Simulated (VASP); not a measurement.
# Ba (Im-3m) in VASP: elastic constants with PBEsol

Aim: the elastic constants of Ba with PBEsol.

All numbers are computed with VASP 6.6.1; they aren't measurements. Logs are shortened: lines on timing, memory, paths and dates and some standing lists are left out, and cuts for length are marked.

## Step 1: The structure

It takes space group Im-3m (No. 229, cubic). Conventional cell: a = 5.025 Å, b = 5.025 Å, c = 5.025 Å, α = 90.00°, β = 90.00°, γ = 90.00°. Ba (site symmetry m-3m) has 8 Ba at 4.35 Å as nearest neighbours.

## Step 2: Elastic constants, PBEsol

POSCAR

```
Ba
1.0
   -2.5125000000      2.5125000000      2.5125000000
    2.5125000000     -2.5125000000      2.5125000000
    2.5125000000      2.5125000000     -2.5125000000
Ba
1
Direct
    0.0000000000      0.0000000000      0.0000000000
```

INCAR.step1

```
  PREC = Accurate
  ENCUT = 600
  EDIFF = 1E-8
  ISMEAR = 0
  SIGMA = 0.1
  LREAL = F
  LASPH = T
  NELM = 100
  ALGO = Fast
  ISIF = 3
  LWAVE = F
  LCHARG = F
  GGA = PS
  IBRION = 2
  NSW = 40
  EDIFFG = -0.002
```

INCAR.step2

```
  PREC = Accurate
  ENCUT = 600
  EDIFF = 1E-8
  ISMEAR = 0
  SIGMA = 0.1
  LREAL = F
  LASPH = T
  NELM = 100
  ALGO = Fast
  ISIF = 3
  LWAVE = F
  LCHARG = F
  GGA = PS
  IBRION = 6
  NFREE = 2
  POTIM = 0.015
  NSW = 1
```

KPOINTS

```
Automatic mesh
0
Gamma
  12 12 12
```

Potentials or basis: VASP PAW PBE potentials, release 64 (Ba_sv).

The run is started by

```console
$ cat potpaw_PBE.64/Ba_sv/POTCAR > POTCAR
$ cp INCAR.step1 INCAR
$ mpirun -np 1 vasp_std > vasp.out
$ cp CONTCAR POSCAR
$ cp INCAR.step2 INCAR
$ mpirun -np 1 vasp_std > vasp.out
```

OUTCAR:

```text
PREC = Accurate
   ENCUT = 600
   EDIFF = 1E-8
   ISMEAR = 0
   LREAL = F
   LASPH = T
   NELM = 100
   ISIF = 3
   GGA = PS
   IBRION = 6
   NFREE = 2
   POTIM = 0.015
   NSW = 1

 ion  position               nearest neighbor table
   1  0.000  0.000  0.000-

  LATTYP: Found a body centered cubic cell.
 ALAT       =     4.8903845393

  Lattice vectors:

 A1 = (  -2.4451922696,   2.4451922696,   2.4451922696)
 A2 = (   2.4451922696,  -2.4451922696,   2.4451922696)
 A3 = (   2.4451922696,   2.4451922696,  -2.4451922696)

Analysis of symmetry for initial positions (statically):
=====================================================================
 Subroutine PRICEL returns:
 Original cell was already a primitive cell.

 Routine SETGRP: Setting up the symmetry group for a
 body centered cubic supercell.

 Subroutine GETGRP returns: Found 48 space group operations
 (whereof 48 operations were pure point group operations)
 out of a pool of 48 trial point group operations.

The static configuration has the point symmetry O_h .

Analysis of symmetry for dynamics (positions and initial velocities):
=====================================================================
 Subroutine PRICEL returns:
 Original cell was already a primitive cell.

 Routine SETGRP: Setting up the symmetry group for a
 body centered cubic supercell.

 Subroutine GETGRP returns: Found 48 space group operations
 (whereof 48 operations were pure point group operations)
 out of a pool of 48 trial point group operations.

The dynamic configuration has the point symmetry O_h .

 Subroutine INISYM returns: Found 48 space group operations
 (whereof 48 operations are pure point group operations),
 and found     1 'primitive' translations

----------------------------------------------------------------------------------------

                                     Primitive cell

  volume of cell :      58.4789

  direct lattice vectors                    reciprocal lattice vectors
    -2.445192270  2.445192270  2.445192270     0.000000000  0.204482897  0.204482897
     2.445192270 -2.445192270  2.445192270     0.204482897  0.000000000  0.204482897
     2.445192270  2.445192270 -2.445192270     0.204482897  0.204482897  0.000000000

  length of vectors
     4.235197245  4.235197245  4.235197245     0.289182487  0.289182487  0.289182487

  position of ions in fractional coordinates (direct lattice)
     0.000000000  0.000000000  0.000000000

  ion indices of the primitive-cell ions
   primitive index   ion index
                 1           1

----------------------------------------------------------------------------------------

 KPOINTS: Automatic mesh

Automatic generation of k-mesh.
 Grid dimensions read from file:
 generate k-points for:   12   12   12

 Generating k-lattice:

  Cartesian coordinates                     Fractional coordinates (reciprocal lattice)
     0.000000000  0.017040241  0.017040241     0.083333333  0.000000000  0.000000000
     0.017040241  0.000000000  0.017040241     0.000000000  0.083333333  0.000000000
     0.017040241  0.017040241  0.000000000     0.000000000  0.000000000  0.083333333

  Length of vectors
     0.024098541  0.024098541  0.024098541
[... 100 lines left out ...]

 Free energy of the ion-electron system (eV)
  ---------------------------------------------------
  ext. energy  EPLUGINS =         0.00000000
  ---------------------------------------------------
  free energy    TOTEN  =        -2.15184294 eV

  energy without entropy =       -2.14538960  energy(sigma->0) =       -2.14861627

------------------------ aborting loop because EDIFF is reached ----------------------------------------

  FORCE on cell =-STRESS in cart. coord.  units (eV):
  Direction    XX          YY          ZZ          XY          YZ          ZX
  --------------------------------------------------------------------------------------
  -------------------------------------------------------------------------------------
  Total        0.0006255      0.0006255      0.0006255      0.0000000      0.0000000     -0.0000000
  in kB        0.0171361      0.0171361      0.0171361      0.0000000      0.0000000     -0.0000000
  external PRESSURE =       0.0171361 kB  Pullay stress =       0.0000000 kB
[... 86 lines left out ...]
  FREE ENERGIE OF THE ION-ELECTRON SYSTEM (eV)
  ---------------------------------------------------
  free  energy   TOTEN  =        -2.1512968805 eV

  energy  without entropy=       -2.1449421696  energy(sigma->0) =       -2.14811953

[... ionic steps 4 to 12 ...]

--------------------------------------- Ionic step       13  -------------------------------------------

 number of electron      10.0000000 magnetization

------------------------ aborting loop because EDIFF is reached ----------------------------------------
[... 65 lines left out ...]
--------------------------------------- Ionic step       15  -------------------------------------------

 number of electron      10.0000000 magnetization

 Free energy of the ion-electron system (eV)
  ---------------------------------------------------
  ext. energy  EPLUGINS =         0.00000000
  ---------------------------------------------------
  free energy    TOTEN  =        -2.15184343 eV

  energy without entropy =       -2.14539009  energy(sigma->0) =       -2.14861676

 E-fermi :   1.7829     XC(G=0):  -7.7525

 val. band max:        1.7601184464   @ k =  -0.3333   0.3333   0.3333
 cond. band min:       1.8048395041   @ k =  -0.4167  -0.4167   0.1667
 fundamental gap:      0.0447210577
 Fermi energy:         1.7829345268

 k-point     1 :       0.0000    0.0000    0.0000
  band No.  band energies     occupation
      1     -26.9499      2.00000
      2     -11.8324      2.00000
      3     -11.8324      2.00000
      4     -11.8324      2.00000
      5      -1.0166      2.00000
      6       3.6790      0.00000
      7       3.6790      0.00000
      8       3.6790      0.00000
      9       5.2189      0.00000
[... 265 lines left out ...]
 k-point    24 :       0.4167    0.0833    0.0833
  band No.  band energies     occupation
      1     -26.8883      2.00000
      2     -12.3837      2.00000
      3     -12.0482      2.00000
      4     -11.8771      2.00000
      5       1.1293      2.00000
      6       2.3681      0.00000
      7       3.0837      0.00000
      8       5.3425      0.00000
      9       5.8600      0.00000

 [... further k-points ...]

------------------------ aborting loop because EDIFF is reached ----------------------------------------

  FORCE on cell =-STRESS in cart. coord.  units (eV):
  Direction    XX          YY          ZZ          XY          YZ          ZX
  --------------------------------------------------------------------------------------
  -------------------------------------------------------------------------------------
  Total        0.0005660      0.0005660      0.0005660     -0.0000000      0.0000000      0.0000000
  in kB        0.0155072      0.0155072      0.0155072     -0.0000000      0.0000000      0.0000000
  external PRESSURE =       0.0155072 kB  Pullay stress =       0.0000000 kB
[... 16 lines left out ...]
  FREE ENERGIE OF THE ION-ELECTRON SYSTEM (eV)
  ---------------------------------------------------
  free  energy   TOTEN  =        -2.1518434297 eV

  energy  without entropy=       -2.1453900889  energy(sigma->0) =       -2.14861676

 INTERNAL STRAIN TENSORS FROM STRAINED CELLS
 ============================================

 INTERNAL STRAIN TENSOR FOR ION    1 for displacements in x,y,z  (eV/Angst):
          X           Y           Z          XY          YZ          ZX
  --------------------------------------------------------------------------------
  x     0.00000     0.00000    -0.00000     0.00000     0.00000     0.00000
  y     0.00000     0.00000     0.00000     0.00000    -0.00000     0.00000
  z     0.00000     0.00000    -0.00000     0.00000    -0.00000    -0.00000

 INTERNAL STRAIN TENSORS FROM DISPLACED ATOMS
 ============================================

 INTERNAL STRAIN TENSOR FOR ION    1 for displacements in x,y,z  (eV/Angst):
          X           Y           Z          XY          YZ          ZX
  --------------------------------------------------------------------------------
  x     0.00000     0.00000     0.00000     0.00000     0.00000     0.00000
  y     0.00000     0.00000     0.00000     0.00000     0.00000     0.00000
  z     0.00000     0.00000     0.00000     0.00000     0.00000     0.00000

 Eigenvectors and eigenvalues of the dynamical matrix
 ----------------------------------------------------

   1 f/i=    0.000000 THz     0.000000 2PiTHz    0.000000 cm-1     0.000000 meV
             X         Y         Z           dx          dy          dz
      0.000000  0.000000  0.000000     0.792624   -0.609711    0.000000

   2 f/i=    0.000000 THz     0.000000 2PiTHz    0.000000 cm-1     0.000000 meV
             X         Y         Z           dx          dy          dz
      0.000000  0.000000  0.000000    -0.609711   -0.792624    0.000000

   3 f/i=    0.000000 THz     0.000000 2PiTHz    0.000000 cm-1     0.000000 meV
             X         Y         Z           dx          dy          dz
      0.000000  0.000000  0.000000     0.000000    0.000000    1.000000

--------------------------------------------------------------------------------------------------------

 ELASTIC MODULI CONTR FROM IONIC RELAXATION (kBar)
 Direction    XX          YY          ZZ          XY          YZ          ZX
 --------------------------------------------------------------------------------
 XX           0.0000      0.0000      0.0000      0.0000      0.0000      0.0000
 YY           0.0000      0.0000      0.0000      0.0000      0.0000      0.0000
 ZZ           0.0000      0.0000      0.0000      0.0000      0.0000      0.0000
 XY           0.0000      0.0000      0.0000      0.0000      0.0000      0.0000
 YZ           0.0000      0.0000      0.0000      0.0000      0.0000      0.0000
 ZX           0.0000      0.0000      0.0000      0.0000      0.0000      0.0000
 --------------------------------------------------------------------------------

 TOTAL ELASTIC MODULI (kBar)
 Direction    XX          YY          ZZ          XY          YZ          ZX
 --------------------------------------------------------------------------------
 XX         126.4990     73.5680     73.5680      0.0000      0.0000      0.0000
 YY          73.5680    126.4990     73.5680     -0.0000      0.0000      0.0000
 ZZ          73.5680     73.5680    126.4990     -0.0000     -0.0000      0.0000
 XY           0.0000     -0.0000     -0.0000    111.6242      0.0000      0.0000
 YZ           0.0000      0.0000     -0.0000      0.0000    111.6242      0.0000
 ZX           0.0000      0.0000      0.0000      0.0000      0.0000    111.6242
 --------------------------------------------------------------------------------
```

Run time: 19 min. Hardware: 1 thread of Intel Xeon 6975P-C (Granite Rapids), shared host; peak memory 0.65 GiB.

Results:

* Relaxed volume: 58.48 Å³/atom
* Relaxed cell: a = 4.235 Å, b = 4.235 Å, c = 4.235 Å, α = 109.47°, β = 109.47°, γ = 109.47°
* Space group after relaxing (to 0.05 Å): Im-3m (No. 229)
* Elastic constants C11, C12, C44: 13, 7, 11 GPa
* Voigt bulk modulus: 9 GPa

The path:
```csv
step,energy change (eV),largest force (eV/Å),pressure (GPa),volume (Å³)
1,0.0000,0.0000,-0.66,63.44
2,-0.0077,0.0000,-0.37,61.07
3,-0.0107,0.0000,-0.04,58.73
4,-0.0107,0.0000,0.00,58.48
```

Final structure:
```cif
data_structure
_symmetry_space_group_name_H-M 'P 1'
_symmetry_Int_Tables_number 1
_cell_length_a 4.2352
_cell_length_b 4.2352
_cell_length_c 4.2352
_cell_angle_alpha 109.471
_cell_angle_beta 109.471
_cell_angle_gamma 109.471
_cell_volume 58.48
loop_
_atom_site_label
_atom_site_type_symbol
_atom_site_fract_x
_atom_site_fract_y
_atom_site_fract_z
_atom_site_occupancy
Ba1 Ba 0.00000 0.00000 0.00000 1
```

Elastic tensor in Voigt notation (GPa, in the Cartesian axes of the cell as first typed):
```
13  7  7  0  0  0
 7 13  7  0  0  0
 7  7 13  0  0  0
 0  0  0 11  0  0
 0  0  0  0 11  0
 0  0  0  0  0 11
```

Clamped-ion elastic tensor (GPa):
```
13  7  7  0  0  0
 7 13  7  0  0  0
 7  7 13  0  0  0
 0  0  0 11  0  0
 0  0  0  0 11  0
 0  0  0  0  0 11
```

Caveat: the PAW data sets were made with another functional, which shifts forces and pressure a little. Spin-orbit coupling is left out, which matters for the levels of Ba.
